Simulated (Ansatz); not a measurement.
## Two-dimensional strain map in NaI

Computed with DFT PBE, scalar-relativistic, plane waves, PAW (Ansatz 0.2.0). The runs took a 420 eV cutoff, a Γ-centred 6×6×6 mesh and Gaussian smearing (0.05 eV). No spin polarisation. Energies are free energies at this smearing, counted from the undisturbed cell; pressure is positive in compression.

The undisturbed cell (as given, not relaxed at this level; it stands at 0.4 GPa):

```xyz
2
Lattice="0.0000 3.2364 3.2364 3.2364 0.0000 3.2364 3.2364 3.2364 0.0000" Properties=species:S:1:pos:R:3 pbc="T T T"
Na    0.0000    0.0000    0.0000
I     3.2364    3.2364    3.2364
```

The cell is strained by p along both x and y and by q along z, fractional coordinates fixed. Points are written (p, q).

Energy above the undisturbed cell in meV/atom (a dash: not computed):

| p \ q | -0.030 | -0.015 | 0.000 | 0.015 | 0.030 |
| --- | --- | --- | --- | --- | --- |
| -0.030 | ? | 18.2 | ? | 12.3 | 11.6 |
| -0.015 | ? | 7.8 | 4.8 | 3.5 | 3.5 |
| 0.000 | 6.4 | 2.2 | 0.0 | -0.6 | 0.2 |
| 0.015 | ? | 0.6 | -0.8 | -0.6 | 0.9 |
| 0.030 | 4.9 | 2.4 | 1.8 | 2.7 | 4.9 |

(1) Fill in the withheld energies.

Results:

(1) (-0.030, -0.030): 24.1; (-0.030, 0.000): 14.4; (-0.015, -0.030): 12.8; (0.015, -0.030): 4.0.

Cost: 25 runs of about 1.6 core-minutes in all, on Arm Neoverse N1 (shared hosts).